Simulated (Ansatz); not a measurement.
## NiO: relaxation of cell and atoms with PBE+D4

NiO:

```xyz
2
Lattice="2.5046 0.0000 0.0000 0.0000 2.5046 0.0000 0.0000 0.0000 2.5046" Properties=species:S:1:pos:R:3 pbc="T T T"
Ni    0.0000    0.0000    0.0000
O     1.2523    1.2523    1.2523
```

Measurements of this composition are mostly on another form, of space group No. 225.

```
Program             : Ansatz 0.2.0
Task                : relaxation of cell and atoms
Functional          : PBE
Dispersion          : D4
Potentials or basis : Ansatz PAW
Cutoff              : 420 eV (not typed: the program's choice for these potentials)
k mesh              : 11 × 11 × 11
Occupations         : fermi-dirac, width 0.05 eV
Spin                : collinear spin, ferromagnetic start
Starting moments    : [1.0, 0.0] μB
```

* Relaxed volume: 8.79 Å³/atom
* Relaxed cell: a = 2.600 Å, b = 2.600 Å, c = 2.600 Å, α = 90.00°, β = 90.00°, γ = 90.00°
* Space group after relaxing (to 0.05 Å): Pm-3m (No. 221)
* Energy gained by relaxing: 69.7 meV/atom
* Ionic steps: 10
* Pressure after relaxing: 0.0 GPa
* Band gap on the k mesh: none (metal or under the smearing width)
* Net moment: 1.96 μB per cell
* Absolute moment: 2.02 μB per cell
* Site moments: Ni +1.44; O +0.54 μB

Step by step:
```
step  energy change (eV)  largest force (eV/Å)  volume (Å³)
   1              0.0000                0.0000        15.71
   2             -0.0625                0.0000        16.29
   3             -0.1036                0.0000        18.13
   4             -0.1246                0.0000        17.43
   5             -0.1244                0.0000        17.50
   6             -0.1245                0.0000        17.49
   7             -0.1391                0.0000        17.49
   8             -0.1391                0.0000        17.57
   9             -0.1390                0.0000        17.58
  10             -0.1393                0.0000        17.58
```

Final structure:
```yaml
crystal:
  lattice:
    - [2.60009, 0.00000, 0.00000]
    - [0.00000, 2.60009, 0.00000]
    - [0.00000, 0.00000, 2.60009]
  atoms:
    - { symbol: Ni, position: [0.00000, 0.00000, 0.00000] }
    - { symbol: O, position: [0.50000, 0.50000, 0.50000] }
```

Levels at points of the mesh, in eV from the Fermi level:
Spin up:
| k point | band 11 | band 12 | band 13 | band 14 | band 15 | band 16 |
| --- | --- | --- | --- | --- | --- | --- |
| (0.00, 0.00, 0.00) | -1.88 | -1.88 | -1.88 | 0.89 | 15.82 | 15.82 |
Spin down:
```
           k point  band 9  band 10  band 11  band 12  band 13  band 14
(0.00, 0.00, 0.00)   -1.77    -1.77    -0.19    -0.19    -0.19     1.31
```

Wall time 21 s on 2 threads of Arm Neoverse V1, with other jobs on the host, peak memory 0.3 GiB.

Caveat: the plane-wave basis is chosen anew once the cell has moved, so the energies of steps on either side of that aren't comparable; the pressure holds a Pulay correction of +0.8 GPa for the finite cutoff; a cell with one magnetic atom can't hold antiferromagnetic order, which such compounds often take; semilocal functionals often make such compounds metallic where correlation or magnetic order opens a gap, which also shifts bond lengths; pairwise dispersion overbinds metals, which lowers pressure and volume. With open d or f shells a metallic result of PBE can be an artefact of self-interaction; +U or a hybrid may open a gap.
